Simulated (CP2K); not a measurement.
CsPbBr3 under changes of volume

One of the cells (40.452 Å³/atom); the others are scaled copies at fixed shape and fractional positions:

```xyz
5
Lattice="5.8700 0.0000 0.0000 0.0000 5.8700 0.0000 0.0000 0.0000 5.8700" Properties=species:S:1:pos:R:3 pbc="T T T"
Pb    2.9350    2.9350    2.9350
Cs    0.0000    0.0000    0.0000
Br    2.9350    2.9350    0.0000
Br    2.9350    0.0000    2.9350
Br    0.0000    2.9350    2.9350
```

Measurements of this composition are mostly on another form, of space group No. 62.

* Program: CP2K 2026.2
* Functional: PBEsol
* Potentials or basis: POTENTIAL_UZH Pb GTH-PBE-q4, Cs GTH-PBE-q9, Br GTH-PBE-q7; TZVP-MOLOPT-PBE-GTH basis
* Density cutoff: 6123 eV
* k mesh: 5 × 5 × 5
* Occupations: fermi-dirac, width 0.05 eV
* Spin: no spin polarisation

```tsv
volume (Å³/atom)	energy over the lowest point (meV/atom)	pressure (GPa)	gap on the mesh (eV)
38.025	26.86	2.5	2.38
38.834	16.04	1.8	2.42
39.643	?	?	?
40.452	3.16	0.8	2.49
41.261	0.50	0.3	2.52
42.070	0.00	-0.1	2.55
42.880	1.44	-0.5	2.57
```

Task: What does the run at 39.643 Å³/atom give?

Result: Energy over the lowest point 8.25 meV/atom; pressure 1.3 GPa; gap on the mesh 2.45 eV.

Worked out: A Birch-Murnaghan fit of order 3 (a polynomial in V^(-2/3)) to the other rows has its minimum at 41.86 Å³/atom with B0 = V·E''(V) = 20 GPa and B' = 4.8. It gives 8.25 meV/atom at 39.643 Å³/atom, against the run's 8.25, and -dE/dV = 1.3 GPa, against 1.3. A straight line through the other rows of the gap, of slope 1.6 eV per unit of ln V (its deformation potential), gives 2.45 eV, against the run's 2.45.

Energies are extrapolated to zero smearing.

Caveats: the potentials were made for another functional, which shifts forces and pressure; spin-orbit coupling is left out, which as a rule narrows the gap of such compounds by several tenths of an eV; an odd mesh through Γ misses points on the zone boundary, where band edges often lie; the basis of atomic orbitals isn't converged, which shifts pressures, moduli and gaps.
